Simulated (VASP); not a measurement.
# Co, density of states: which settings are enough?

Co, P-3m1 (no. 164), 2 atoms in the cell. LDA; PAW potentials Co (LDA set). VASP 6.6.1.

Wanted: density of states by 0.5 eV bins within 8 %; centre of the states within 12 eV below the valence top within 0.03 eV; states at the Fermi level within 8 %.

What the run is for: density of states; Accuracy asked: standard; k mesh of the density: 14 × 14 × 8.

POSCAR:
```
Co
1.0
    2.4873648738      0.0000000000      0.0000000000
   -1.2436824369      2.1541211692      0.0000000000
    0.0000000000      0.0000000000      4.0632895034
Co
2
Direct
    0.3333333333      0.6666666667      0.7401390000
    0.6666666667      0.3333333333      0.2598610000
```

The series start from Plane-wave cutoff (eV): 310; k-point mesh: 17 × 17 × 9; Energy points (NEDOS): 2001; Occupations for the DOS: ISMEAR=-5; Electronic threshold (eV): 1e-6; Precision mode (PREC): Accurate. Each series keeps the choices made before it, and each single choice may use up half of a tolerance. Times cover all steps of a run.

## Plane-wave cutoff (eV)

| Plane-wave cutoff (eV) | Density of states by 0.5 eV bins, largest deviation against the largest value | Centre of the states within 12 eV below the valence top (eV) | States at the Fermi level (states/eV/atom) | Time (s) |
|---|---|---|---|---|
| 220 | 5.6 % | -2.324 | 0.9675 | 23 |
| 270 | 0.22 % | -2.352 | 0.954 | 32 |
| 310 | 0.2 % | -2.355 | 0.9548 | 49 |
| 350 | 0.15 % | -2.355 | 0.9549 | 38 |
| 430 | 0.013 % | -2.353 | 0.9552 | 46 |
| 540 (reference) | 0 % | -2.353 | 0.9552 | 57 |

Chosen: 270, the loosest value from which every tighter one stays within half of the tolerance.

## k-point mesh

| k-point mesh | Density of states by 0.5 eV bins, largest deviation against the largest value | Centre of the states within 12 eV below the valence top (eV) | States at the Fermi level (states/eV/atom) | Time (s) |
|---|---|---|---|---|
| 7 × 7 × 4 | 19 % | -2.413 | 1.075 | 16 |
| 9 × 9 × 5 | 14 % | -2.393 | 1.088 | 18 |
| 11 × 11 × 6 | 8.3 % | -2.377 | 0.9169 | 19 |
| 14 × 14 × 8 | 5.2 % | -2.366 | 0.9623 | 25 |
| 17 × 17 × 9 | 2.7 % | -2.352 | 0.954 | 32 |
| 20 × 20 × 11 | 1.6 % | -2.351 | 0.9289 | 38 |
| 25 × 25 × 13 | 0.98 % | -2.349 | 0.9383 | 77 |
| 30 × 30 × 16 (reference) | 0 % | -2.346 | 0.9306 | 111 |

Chosen: 17 × 17 × 9.

## Energy points (NEDOS)

| Energy points (NEDOS) | Density of states by 0.5 eV bins, largest deviation against the largest value | Centre of the states within 12 eV below the valence top (eV) | States at the Fermi level (states/eV/atom) | Time (s) |
|---|---|---|---|---|
| 301 | 5.4 % | -2.341 | 0.977 | 40 |
| 501 | 1.6 % | -2.349 | 0.96 | 34 |
| 1001 | 0.96 % | -2.348 | 0.9545 | 26 |
| 2001 | 0.22 % | -2.352 | 0.954 | 32 |
| 4001 (reference) | 0 % | -2.353 | 0.9536 | 28 |

Chosen: 501.

## Occupations for the DOS

| Occupations for the DOS | Density of states by 0.5 eV bins, largest deviation against the largest value | Centre of the states within 12 eV below the valence top (eV) | States at the Fermi level (states/eV/atom) | Time (s) |
|---|---|---|---|---|
| ISMEAR=-5 | 0 % | -2.349 | 0.96 | 34 |
| ISMEAR=-4 | 0 % | -2.349 | 0.96 | 28 |
| ISMEAR=0 SIGMA=0.05 | 6.1 % | -2.327 | 0.941 | 25 |
| ISMEAR=0 SIGMA=0.1 | 6.7 % | -2.326 | 0.9646 | 26 |
| ISMEAR=-15 SIGMA=0.025 | 0 % | -2.349 | 0.96 | 31 |
| ISMEAR=1 SIGMA=0.1 | 6 % | -2.327 | 0.9644 | 28 |

Chosen: ISMEAR=-5; no other choice that stays within half of the tolerance saves 30 % of the time.

## Electronic threshold (eV)

| Electronic threshold (eV) | Density of states by 0.5 eV bins, largest deviation against the largest value | Centre of the states within 12 eV below the valence top (eV) | States at the Fermi level (states/eV/atom) | Time (s) |
|---|---|---|---|---|
| 0.001 | 0.21 % | -2.349 | 0.9601 | 30 |
| 0.0001 | 0.076 % | -2.349 | 0.9601 | 39 |
| 1e-5 | 0.06 % | -2.349 | 0.9601 | 40 |
| 1e-6 (reference) | 0 % | -2.349 | 0.96 | 34 |

Chosen: 0.001.

## Precision mode (PREC)

| Precision mode (PREC) | Density of states by 0.5 eV bins, largest deviation against the largest value | Centre of the states within 12 eV below the valence top (eV) | States at the Fermi level (states/eV/atom) | Time (s) |
|---|---|---|---|---|
| Normal | 0.1 % | -2.349 | 0.9601 | 24 |
| Accurate (reference) | 0 % | -2.349 | 0.9601 | 30 |

Chosen: Normal.

## All choices together

| Input | Density of states by 0.5 eV bins, largest deviation against the largest value | Centre of the states within 12 eV below the valence top (eV) | States at the Fermi level (states/eV/atom) | Time (s) |
|---|---|---|---|---|
| defaults for smearing, thresholds and mesh (naive) | 12 % | -2.294 | 0.7589 | 21 |
| chosen settings | 2.8 % | -2.349 | 0.9601 | 24 |
| reference settings throughout | 0 % | -2.348 | 0.9315 | 228 |

The tolerance is met.

## The input

INCAR.step1:
```
GGA = CA
ISPIN = 2
MAGMOM = 2 2
LORBIT = 11
ISMEAR = 1
SIGMA = 0.1
LWAVE = F
LCHARG = T
NBANDS = 31
PREC = Normal
LASPH = T
LREAL = F
ALGO = Normal
EDIFF = 0.001
NELM = 200
GGA_COMPAT = F
ENCUT = 270
LMAXMIX = 4
KPAR = 8
```

INCAR.step2, as INCAR.step1 but for:
```
- ISMEAR = 1
- SIGMA = 0.1
- LCHARG = T
+ ISMEAR = -5
+ LCHARG = F
+ NEDOS = 501
+ EMIN = -7.112
+ EMAX = 17.888
+ ICHARG = 11
```

KPOINTS.step1:
```
k-points
0
Gamma
  14 14 8
```

KPOINTS.step2:
```
Automatic mesh
0
Gamma
  17 17 9
  0 0 0
```

Commands (each step's output is kept before the next begins):
```
cat potpaw_LDA.64/Co/POTCAR > POTCAR
cp INCAR.step1 INCAR
cp KPOINTS.step1 KPOINTS
mpirun -np 8 vasp_std > vasp.out
cp INCAR.step2 INCAR
cp KPOINTS.step2 KPOINTS
mpirun -np 8 vasp_std > vasp.out
```

Limits: The moments start parallel; another order may lie lower.

The chosen input took VASP 6.6.1 24 s on 8 cores (AMD EPYC 7R43 (Zen 3)), a shared host.

## An input that fails: broad smearing on a coarse energy grid

It runs to its end, but against the unchanged starting input it is off by 18 % in the density of states by 0.5 eV bins, 0.016 eV in the centre of the states within 12 eV below the valence top, 36 % in the states at the Fermi level.

Changes against the starting input:
```
(step 2)
- ISMEAR = -5
- NELM = 200
- NEDOS = 2001
+ ISMEAR = 0
+ NELM = 89
+ NEDOS = 301
+ SIGMA = 0.5
```
